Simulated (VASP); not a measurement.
# Mg2Ge (Fm-3m) in VASP: single point with PBE

Aim: the single point of Mg2Ge with PBE.

Program: VASP 6.6.1. These are calculated values, not measurements. Logs are shortened: lines on timing, memory, paths and dates and some standing lists are left out, and cuts for length are marked.

### 1 The crystal as given

It takes space group Fm-3m (No. 225, cubic). The conventional cell has a = 6.378 Å, b = 6.378 Å, c = 6.378 Å, α = 90.00°, β = 90.00°, γ = 90.00°. Ge (site symmetry m-3m) is surrounded by 8 Mg at 2.76 Å. Mg (site symmetry -43m) is surrounded by 4 Ge at 2.76 Å.

### 2 Single point, PBE

INCAR reads:

```
  PREC = Accurate
  ENCUT = 520
  EDIFF = 1E-6
  ISMEAR = 0
  SIGMA = 0.02
  LREAL = False
  LASPH = True
  NELM = 100
  ALGO = Normal
  ISIF = 2
  LWAVE = False
  LCHARG = False
  GGA = PE
```

KPOINTS reads:

```
Automatic mesh
0
Gamma
  3 3 3
```

POSCAR reads:

```
Mg2Ge
1.0
    0.0000000000      3.1890000000      3.1890000000
    3.1890000000      0.0000000000      3.1890000000
    3.1890000000      3.1890000000      0.0000000000
Ge Mg
1 2
Direct
    0.0000000000      0.0000000000      0.0000000000
    0.7500000000      0.7500000000      0.7500000000
    0.2500000000      0.2500000000      0.2500000000
```

Potentials or basis: VASP PAW PBE potentials, release 64 (Ge_d, Mg).

Run with:

```bash
cat potpaw_PBE.64/Ge_d/POTCAR potpaw_PBE.64/Mg/POTCAR > POTCAR
mpirun -np 1 vasp_std > vasp.out
```

OUTCAR:

```text
PREC = Accurate
   ENCUT = 520
   EDIFF = 1E-6
   ISMEAR = 0
   LREAL = False
   LASPH = True
   NELM = 100
   ISIF = 2
   GGA = PE

 ion  position               nearest neighbor table
   1  0.000  0.000  0.000-   2 2.76   2 2.76   2 2.76   2 2.76   3 2.76   3 2.76   3 2.76   3 2.76

   2  0.750  0.750  0.750-   1 2.76   1 2.76   1 2.76   1 2.76   3 3.19   3 3.19   3 3.19   3 3.19
                             3 3.19   3 3.19
   3  0.250  0.250  0.250-   1 2.76   1 2.76   1 2.76   1 2.76   2 3.19   2 3.19   2 3.19   2 3.19
                             2 3.19   2 3.19

  LATTYP: Found a face centered cubic cell.
 ALAT       =     6.3780000000

  Lattice vectors:

 A1 = (   0.0000000000,   3.1890000000,   3.1890000000)
 A2 = (   3.1890000000,   0.0000000000,   3.1890000000)
 A3 = (   3.1890000000,   3.1890000000,   0.0000000000)

Analysis of symmetry for initial positions (statically):
=====================================================================
 Subroutine PRICEL returns:
 Original cell was already a primitive cell.

 Routine SETGRP: Setting up the symmetry group for a
 face centered cubic supercell.

 Subroutine GETGRP returns: Found 48 space group operations
 (whereof 48 operations were pure point group operations)
 out of a pool of 48 trial point group operations.

The static configuration has the point symmetry O_h .

Analysis of symmetry for dynamics (positions and initial velocities):
=====================================================================
 Subroutine PRICEL returns:
 Original cell was already a primitive cell.

 Routine SETGRP: Setting up the symmetry group for a
 face centered cubic supercell.

 Subroutine GETGRP returns: Found 48 space group operations
 (whereof 48 operations were pure point group operations)
 out of a pool of 48 trial point group operations.

The dynamic configuration has the point symmetry O_h .

 Subroutine INISYM returns: Found 48 space group operations
 (whereof 48 operations are pure point group operations),
 and found     1 'primitive' translations

----------------------------------------------------------------------------------------

                                     Primitive cell

  volume of cell :      64.8625

  direct lattice vectors                    reciprocal lattice vectors
     0.000000000  3.189000000  3.189000000    -0.156788962  0.156788962  0.156788962
     3.189000000  0.000000000  3.189000000     0.156788962 -0.156788962  0.156788962
     3.189000000  3.189000000  0.000000000     0.156788962  0.156788962 -0.156788962

  length of vectors
     4.509927050  4.509927050  4.509927050     0.271566448  0.271566448  0.271566448

  position of ions in fractional coordinates (direct lattice)
     0.000000000  0.000000000  0.000000000
     0.750000000  0.750000000  0.750000000
     0.250000000  0.250000000  0.250000000

  ion indices of the primitive-cell ions
   primitive index   ion index
                 1           1
                 2           2
                 3           3

----------------------------------------------------------------------------------------

 KPOINTS: Automatic mesh

Automatic generation of k-mesh.
 Grid dimensions read from file:
 generate k-points for:    3    3    3

 Generating k-lattice:

  Cartesian coordinates                     Fractional coordinates (reciprocal lattice)
    -0.052262987  0.052262987  0.052262987     0.333333333  0.000000000  0.000000000
     0.052262987 -0.052262987  0.052262987     0.000000000  0.333333333  0.000000000
     0.052262987  0.052262987 -0.052262987     0.000000000  0.000000000  0.333333333

  Length of vectors
     0.090522149  0.090522149  0.090522149

  Shift w.r.t. Gamma in fractional coordinates (k-lattice)
     0.000000000  0.000000000  0.000000000

 Subroutine IBZKPT returns following result:
 ===========================================

 Found      4 irreducible k-points:

 Following reciprocal coordinates:
            Coordinates               Weight
  0.000000  0.000000  0.000000      1.000000
  0.333333  0.000000  0.000000      8.000000
  0.333333  0.333333  0.000000      6.000000
 -0.333333  0.333333  0.000000     12.000000
   k-points           NKPTS =      4   k-points in BZ     NKDIM =      4   number of bands    NBANDS=     13
   number of dos      NEDOS =    301   number of ions     NIONS =      3
   total plane-waves  NPLWV =  46656
   dimension x,y,z NGX =    36 NGY =   36 NGZ =   36
   dimension x,y,z NGXF=    72 NGYF=   72 NGZF=   72
   ions per type =               1   2
   NGX,Y,Z   is equivalent  to a cutoff of  13.27, 13.27, 13.27 a.u.
   NGXF,Y,Z  is equivalent  to a cutoff of  26.54, 26.54, 26.54 a.u.
 SYSTEM =  unknown system
   PREC   = accura    normal or accurate (medium, high low for compatibility)
   ISTART =      0    job   : 0-new  1-cont  2-samecut
   ICHARG =      2    charge: 1-file 2-atom 10-const
   ISPIN  =      1    spin polarized calculation?
   LNONCOLLINEAR =      F non collinear calculations
   LSORBIT =      F    spin-orbit coupling
   LASPH  =      T    aspherical Exc in radial PAW
   ENCUT  =  520.0 eV  38.22 Ry    6.18 a.u.   8.39  8.39  8.39*2*pi/ulx,y,z
   NELM   =    100;   NELMIN=  2; NELMDL= -5     # of ELM steps
   EDIFF  = 0.1E-05   stopping-criterion for ELM
[... 8 lines left out ...]
   TEBEG  =    0.0;   TEEND  =   0.0 temperature during run
   PSTRESS=    0.0 pullay stress
   NELECT =      18.0000    total number of electrons
   NUPDOWN=      -1.0000    fix difference up-down
   EMIN   =  10.00;   EMAX   =-10.00  energy-range for DOS
   EFERMI =   0.00;   METHOD = LEGACY
   ISMEAR =     0;   SIGMA  =   0.02  broadening in eV -4-tet -1-fermi 0-gaus
   EFERMI_NEDOS =   21; number of points for ismear=-14 and -15
   IALGO  =     38    algorithm
   IMIX   =      4    mixing-type and parameters
     AMIX     =   0.40;   BMIX     =  1.00
     AMIX_MAG =   1.60;   BMIX_MAG =  1.00
  volume/ion in A,a.u.               =      21.62       145.90
  Fermi-wavevector in a.u.,A,eV,Ry     =   1.067828  2.017902 15.514122  1.140256
  Thomas-Fermi vector in A             =   2.203456
   LORBIT       =      0    0 simple, 1 ext, 2 COOP (PROOUT), +10 PAW based schemes
   GGA     = PE    functional components
   LHFCALC =     F    Hartree Fock is set to
   AEXX    =    0.0000 exact exchange contribution
   IVDW    =     0    specifies the selected vdW correction
   LEPSILON=     F    determine dielectric tensor
   LRPA    =     F    only Hartree local field effects (RPA)
 non-spin polarized calculation
 Gauss-broadening in eV      SIGMA  =   0.02
  energy-cutoff  :      520.00
  volume of cell :       64.86
 maximum number of plane-waves:      1807
 NGX is ok and might be reduce to    36
   NGX = 17   NGY = 17   NGZ = 17

 number of electron      18.0000009 magnetization

 Free energy of the ion-electron system (eV)
  ---------------------------------------------------
  ext. energy  EPLUGINS =         0.00000000
  ---------------------------------------------------
  free energy    TOTEN  =        -7.79828604 eV

  energy without entropy =       -7.79828604  energy(sigma->0) =       -7.79828604

 E-fermi :   3.8028     XC(G=0):  -9.0589

 val. band max:        3.6608518310   @ k =   0.0000   0.0000   0.0000
 cond. band min:       4.4518304511   @ k =   0.3333   0.3333   0.0000
 fundamental gap:      0.7909786201
 Fermi energy:         3.8027872302

 k-point     1 :       0.0000    0.0000    0.0000
  band No.  band energies     occupation
      1     -19.8840      2.00000
      2     -19.8840      2.00000
      3     -19.8840      2.00000
      4     -19.8657      2.00000
      5     -19.8657      2.00000
      6      -6.1031      2.00000
      7       3.6608      2.00000
      8       3.6609      2.00000
      9       3.6609      2.00000
     10       4.7011      0.00000
     11       6.3875      0.00000
     12       6.3875      0.00000
     13       6.3875      0.00000

 k-point     2 :       0.3333    0.0000    0.0000
  band No.  band energies     occupation
      1     -19.8838      2.00000
      2     -19.8831      2.00000
      3     -19.8831      2.00000
      4     -19.8656      2.00000
      5     -19.8656      2.00000
      6      -5.2720      2.00000
      7      -0.3290      2.00000
      8       3.0425      2.00000
      9       3.0425      2.00000
     10       4.7932      0.00000
     11       6.5992      0.00000
     12       6.5992      0.00000
     13       8.6915      0.00000

 k-point     3 :       0.3333    0.3333    0.0000
  band No.  band energies     occupation
      1     -19.8849      2.00000
      2     -19.8822      2.00000
      3     -19.8822      2.00000
      4     -19.8663      2.00000
      5     -19.8649      2.00000
      6      -4.9807      2.00000
      7       0.0283      2.00000
      8       1.9359      2.00000
      9       1.9359      2.00000
     10       4.4518      0.00000
     11       4.4821      0.00000
     12       9.8020      0.00000
     13       9.8020      0.00000

 k-point     4 :      -0.3333    0.3333    0.0000
  band No.  band energies     occupation
      1     -19.8838      2.00000
      2     -19.8827      2.00000
      3     -19.8822      2.00000
      4     -19.8659      2.00000
      5     -19.8652      2.00000
      6      -4.4756      2.00000
      7      -0.2633      2.00000
      8      -0.1749      2.00000
      9       2.1893      2.00000
     10       4.5865      0.00000
     11       7.9909      0.00000
     12       8.9943      0.00000
     13       9.0628      0.00000

------------------------ aborting loop because EDIFF is reached ----------------------------------------

  FORCE on cell =-STRESS in cart. coord.  units (eV):
  Direction    XX          YY          ZZ          XY          YZ          ZX
  --------------------------------------------------------------------------------------
  -------------------------------------------------------------------------------------
  Total        0.2704410      0.2704410      0.2704410      0.0000000      0.0000000     -0.0000000
  in kB        6.6802022      6.6802022      6.6802022      0.0000000      0.0000000     -0.0000000
  external PRESSURE =       6.6802022 kB  Pullay stress =       0.0000000 kB

 VOLUME and BASIS-vectors are now :
 -----------------------------------------------------------------------------
  energy-cutoff  :      520.00
  volume of cell :       64.86
      direct lattice vectors                 reciprocal lattice vectors
     0.000000000  3.189000000  3.189000000    -0.156788962  0.156788962  0.156788962
     3.189000000  0.000000000  3.189000000     0.156788962 -0.156788962  0.156788962
     3.189000000  3.189000000  0.000000000     0.156788962  0.156788962 -0.156788962

 POSITION                                       TOTAL-FORCE (eV/Angst)
 -----------------------------------------------------------------------------------
      0.00000      0.00000      0.00000        -0.000000     -0.000000     -0.000000
      4.78350      4.78350      4.78350        -0.000000     -0.000000     -0.000000
      1.59450      1.59450      1.59450         0.000000      0.000000      0.000000
 -----------------------------------------------------------------------------------
    total drift:                               -0.000000      0.000000      0.000000

  FREE ENERGIE OF THE ION-ELECTRON SYSTEM (eV)
  ---------------------------------------------------
  free  energy   TOTEN  =        -7.7982860403 eV

  energy  without entropy=       -7.7982860403  energy(sigma->0) =       -7.79828604
```

It took 4.5 s on 1 thread of Intel Xeon 6975P-C (Granite Rapids), shared host; peak memory 0.19 GiB.

What came out:

```
Free energy            : -7.7983 eV
Pressure               : 0.7 GPa
Band gap on the k mesh : 0.79 eV, indirect (least direct gap 1.04 eV)
```

Caveat: the k mesh is coarse (spacing up to 0.57 Å⁻¹), so the values aren't converged; an odd mesh through Γ misses points on the zone boundary, where band edges often lie.
